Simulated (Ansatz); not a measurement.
# How many bands does the GW gap of NaSrI3 (cubic perovskite) (Pm-3m) need?

Aim: see how the G0W0 gap of NaSrI3 (cubic perovskite) (Pm-3m) on PBEsol moves with empty bands and screening cutoff, and what each rung costs.

Method: G0W0 on PBEsol, plane waves, PAW, in Ansatz 0.2.0.

Most raw output is cut from this account.

The structure was built from a prototype and need not be the compound's stable phase.

### 1. The structure

Symmetry: Pm-3m, No. 221, cubic system. The conventional cell has a = 6.304 Å, b = 6.304 Å, c = 6.304 Å, α = 90.00°, β = 90.00°, γ = 90.00°. Nearest to Na lie 12 I at 4.46 Å. Nearest to Sr lie 6 I at 3.15 Å. Nearest to I lie 2 Sr at 3.15 Å. It derives from I3Na1Sr1. Farther neighbours and most contacts between anions are not listed.

The structure was relaxed with PBEsol. The structure type comes from a generator and need not be one that this composition takes. The runs that relaxed it are not among those shown. Spin-orbit coupling is left out unless a step names it. The default PAW set here is soft_2. Its files were made with PBE.

### 2. 122 empty bands, screening to 36 eV

G0W0 replaces the xc potential by the self-energy, built once from these orbitals. Only a window of levels is corrected, while the sums run over the empty bands that the input names.

Input file input.yaml:

```yaml
crystal:
  lattice:
    - [6.3036929043, 0.0, 0.0]
    - [0.0, 6.3036929043, 0.0]
    - [0.0, 0.0, 6.3036929043]
  atoms:
    - { symbol: Na, position: [0.0, 0.0, 0.0] }
    - { symbol: Sr, position: [0.5, 0.5, 0.5] }
    - { symbol: I, position: [0.5, 0.5, 0.0] }
    - { symbol: I, position: [0.5, 0.0, 0.5] }
    - { symbol: I, position: [0.0, 0.5, 0.5] }
kpoints:
  mp_grid: { grid: [2, 2, 2] }
hamiltonian:
  xc: pbesol
scf:
  occupations: { method: fixed }
gw:
  n_empty_bands: 122
  ecut_chi: 36
  qp_bands: [v2, c2]
  qp_kpoints: band_edges
  screening: { model: contour_deformation }
```

The run is started by

```console
> ansatz run input.yaml --threads 4 --pin off --max-ram 17510MiB --backend cpu --events-out ev --progress --plain --runs-dir out
```

Run time: 7.2 s. Hardware: 4 threads of Arm Neoverse V1, shared host; peak memory 0.78 GiB.

This step gave:

```
bands summed                                 : 157
RPA ε∞ on this mesh (eigenvalues)            : 3.295, 3.295, 3.295
plane waves in the screening matrix          : 123
q-points in the mesh                         : 8
G0W0 gap on the mesh                         : 3.697 eV
k of the valence top                         : -0.5, -0.5, -0.5
k of the conduction bottom                   : 0, 0, 0
starting gap on the mesh                     : 2.423 eV
Z at the valence top                         : 0.7807
Z at the conduction bottom                   : 0.8311
least direct G0W0 gap on the computed points : 3.997 eV
```

The gap on the mesh goes from 2.42 eV to 3.70 eV, a correction of +1.27 eV. Between the two edge states, bare exchange in place of the xc potential would open the gap by 6.15 eV, and correlation takes back 4.88 eV.

### 3. 347 empty bands, screening to 72 eV

Bands and screening cutoff are moved together, since each hides the error of the other.

input.yaml, as its differences from that of step 2:

```diff
@@ -18,4 +18,4 @@
 gw:
-  n_empty_bands: 122
-  ecut_chi: 36
+  n_empty_bands: 347
+  ecut_chi: 72
   qp_bands: [v2, c2]
```

The job ended after 25 s (4 threads; peak memory 1.7 GiB).

This step gave:

| Item | Value |
| --- | --- |
| bands summed | 382 |
| RPA ε∞ on this mesh (eigenvalues) | 3.255, 3.255, 3.255 |
| plane waves in the screening matrix | 365 |
| q-points in the mesh | 8 |
| G0W0 gap on the mesh | 3.975 eV |
| k of the valence top | -0.5, -0.5, -0.5 |
| k of the conduction bottom | 0, 0, 0 |
| starting gap on the mesh | 2.423 eV |
| Z at the valence top | 0.7737 |
| Z at the conduction bottom | 0.8313 |
| least direct G0W0 gap on the computed points | 4.273 eV |

Against the run with 2×2×2 mesh, 122 empty bands, screening to 36 eV, the gap moves by +0.28 eV.

### 4. 747 empty bands, screening to 120 eV

input.yaml, as its differences from that of step 3:

```diff
@@ -18,4 +18,4 @@
 gw:
-  n_empty_bands: 347
-  ecut_chi: 72
+  n_empty_bands: 747
+  ecut_chi: 120.0
   qp_bands: [v2, c2]
```

Elapsed: 2 min, on 4 threads; peak memory 4.4 GiB.

This step gave:

| Item | Value |
| --- | --- |
| bands summed | 782 |
| RPA ε∞ on this mesh (eigenvalues) | 3.255, 3.255, 3.255 |
| plane waves in the screening matrix | 739 |
| G0W0 gap on the mesh | 4.169 eV |
| k of the valence top | -0.5, -0.5, -0.5 |
| k of the conduction bottom | 0, 0, 0 |
| starting gap on the mesh | 2.423 eV |
| least direct G0W0 gap on the computed points | 4.468 eV |

Against the run with 2×2×2 mesh, 347 empty bands, screening to 72 eV, the gap moves by +0.19 eV.

### 5. Changing the frequency model: 2×2×2 mesh, 747 empty bands, screening to 120 eV, plasmon pole

A plasmon pole stands in for the full frequency dependence of the screening; this run shows what that costs in accuracy.

input.yaml, as its differences from that of step 4:

```diff
@@ -22,2 +22,2 @@
   qp_kpoints: band_edges
-  screening: { model: contour_deformation }
+  screening: { model: godby_needs }
```

The job ended after 2.1 min (4 threads; peak memory 4.4 GiB).

This step gave:

- bands summed: 782
- plasmon-pole fit frequency: 19.63 eV
- RPA ε∞ on this mesh (eigenvalues): 3.255, 3.255, 3.255
- plane waves in the screening matrix: 739
- G0W0 gap on the mesh: 4.178 eV
- k of the valence top: -0.5, -0.5, -0.5
- k of the conduction bottom: 0, 0, 0
- starting gap on the mesh: 2.423 eV
- least direct G0W0 gap on the computed points: 4.473 eV

Against the run with 2×2×2 mesh, 747 empty bands, screening to 120 eV, the gap moves by +0.009 eV.

### 6. Changing the files and raising the bands: 2×2×2 mesh, 1108 empty bands, screening to 156 eV, hard PAW files

Other atomic data (hard PAW) test the pseudisation: the cutoff goes from 420 to 700 eV, with the same valence electrons. Bands and screening cutoff change too, so the step is no clean test of the files.

input.yaml, the sections that differ from step 5:

```yaml
hamiltonian:
  xc: pbesol
  pseudopotentials: { kind: paw, source: ansatz }
gw:
  n_empty_bands: 1108
  ecut_chi: 156.0
  qp_bands: [v2, c2]
  qp_kpoints: band_edges
  screening: { model: contour_deformation }
# crystal, kpoints, scf: as in step 5
```

Wall time 6.5 min (4 threads); peak memory 11 GiB.

Numbers from this step:

| Quantity | Value |
| --- | --- |
| bands summed | 1143 |
| RPA ε∞ on this mesh (eigenvalues) | 3.257, 3.257, 3.257 |
| plane waves in the screening matrix | 1141 |
| G0W0 gap on the mesh | 4.231 eV |
| k of the valence top | -0.5, -0.5, -0.5 |
| k of the conduction bottom | 0, 0, 0 |
| starting gap on the mesh | 2.422 eV |
| least direct G0W0 gap on the computed points | 4.530 eV |

Against the run with 2×2×2 mesh, 747 empty bands, screening to 120 eV, the gap moves by +0.06 eV.

### 7. The runs together

Times are wall times on 4 threads of Arm Neoverse V1, shared host, good to a factor of about two.

```csv
mesh,files,frequency,bands summed,cutoff (eV),start (eV),G0W0 (eV),time,host memory (GiB)
2×2×2,default PAW,contour deformation,157,36,2.423,3.697,7.2 s,0.78
2×2×2,default PAW,contour deformation,382,72,2.423,3.975,25 s,1.7
2×2×2,default PAW,contour deformation,782,120,2.423,4.169,2 min,4.4
2×2×2,default PAW,plasmon pole,782,120,2.423,4.178,2.1 min,4.4
2×2×2,hard PAW,contour deformation,1143,156,2.422,4.231,6.5 min,11
```

How the two edges are built up, in eV (the quasiparticle level is the starting level plus Σx plus Σc less Vxc):

```
      run               edge  start      Σx     Σc     Vxc     Z    QP
157 bands        valence top   2.09  -17.42   2.26  -14.46  0.78  1.39
157 bands  conduction bottom   4.51   -2.58  -2.62   -5.77  0.83  5.09
382 bands        valence top   2.09  -17.42   1.90  -14.46  0.77  1.03
382 bands  conduction bottom   4.51   -2.58  -2.70   -5.77  0.83  5.00
782 bands        valence top   2.09  -17.42   1.66  -14.46  0.77  0.79
782 bands  conduction bottom   4.51   -2.58  -2.75   -5.77  0.83  4.96
```

### 8. Summary of results

```json
{
  "157 bands, 36 eV": "3.697 eV",
  "382 bands, 72 eV": "3.975 eV",
  "782 bands, 120 eV": "4.169 eV",
  "estimated limit in bands and cutoff": "4.35 eV",
  "mesh and start": "2×2×2, PBEsol"
}
```

**Reading.** A line in one over the bands through the two highest rungs gives 4.35 eV, +0.19 eV from the top rung; the pair below gives 4.17 eV, so the estimate is still climbing. The rungs stand 0.66 eV (157 bands), 0.38 eV (382 bands) and 0.19 eV (782 bands) from it. From 157 to 782 bands the gap moves by +0.47 eV while the time grows 17-fold. Σc changes by −0.60 eV at the valence top and −0.13 eV at the conduction bottom, so the valence edge carries most of the change. The plasmon-pole model gives +0.01 eV against contour deformation, 1 % of the correction, and saved no time in this program. With hard PAW files and 1143 bands the gap is 4.23 eV; the line for the default PAW files gives 4.23 eV at that count, a difference of +0.003 eV that holds the line's own error too. The 2×2×2 mesh is coarse for this cell (its supercell is 13 Å along the shortest edge). The RPA ε∞ on it, from the PBEsol start, is 3.25; such meshes misread the long-range screening, most where the gap is narrow. This is the ideal cubic cell; many perovskites, halides above all, are cubic only on average, and local tilts or off-centring can widen the gap. The many-body steps are scalar-relativistic: spin-orbit coupling is not in them.

[Paths, hosts, dates, memory and timing lines, banners, echoed tables and standing remarks are left out of the program output.]

[Logs are printed without paths, hosts, clocks, repeated set-up lines and the standing remarks that a program may print on its own settings, such as how far it seeks lower states.]

[Runs of the session that timed out or met a known fault of the program may be left out.]

[Cells called generated may have been cut or substituted from an entry of the Crystallography Open Database or the Materials Project.]

[Hosts, paths, dates, database ids (printed as entryN), source tags and the programs' standing remarks are cut or masked in the printed files.]
